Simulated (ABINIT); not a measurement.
Runs of ABINIT 10.8.3 (patched build) on Ga. Symmetry: P2_1/m, No. 11, monoclinic system. Conventional cell: a = 2.778 Å, b = 3.282 Å, c = 4.210 Å, α = 90.00°, β = 108.61°, γ = 90.00°. Ga (site symmetry m) has 8 Ga at 2.71 to 2.84 Å as nearest neighbours. This isn't the form of Ga at room conditions, which is orthorhombic.

| level | gap on the mesh (eV) | pressure (GPa) | largest force (eV/Å) |
| --- | --- | --- | --- |
| BLYP | none | 8.6 | 0.12 |
| AM05 | none | -1.0 | 0.06 |
| WC | none | (c) | 0.08 |
| PBE | none | 3.0 | 0.09 |
| revPBE | none | 4.5 | 0.09 |
| RPBE | none | (b) | 0.09 |
| r2SCAN | none | (d) | 0.05 |
| PW91 | none | 3.2 | 0.09 |
| SCAN | none | -1.0 | 0.02 |
| PBEsol | none | -0.7 | 0.07 |
| LDA | none | (a) | 0.06 |

Alike in all rows: task single point; potentials or basis Ansatz PAW PBE default generated set, frozen core; no spin polarisation; cell as given; k mesh 10 × 8 × 7; cutoff (eV) 490; smearing fermi-dirac 0.05 eV.

Question: Estimate the missing entries.

Answer: (a) -2.8; (b) 5.0; (c) -0.3; (d) -0.2.

Caveats: the atomic spheres overlap; the PAW data sets were made with another functional, which shifts forces and pressure a little (some runs).

A k mesh can miss the band edges, and the runs leave out spin-orbit coupling on Ga.

A gap of «none» marks a metal or a gap under the smearing width.
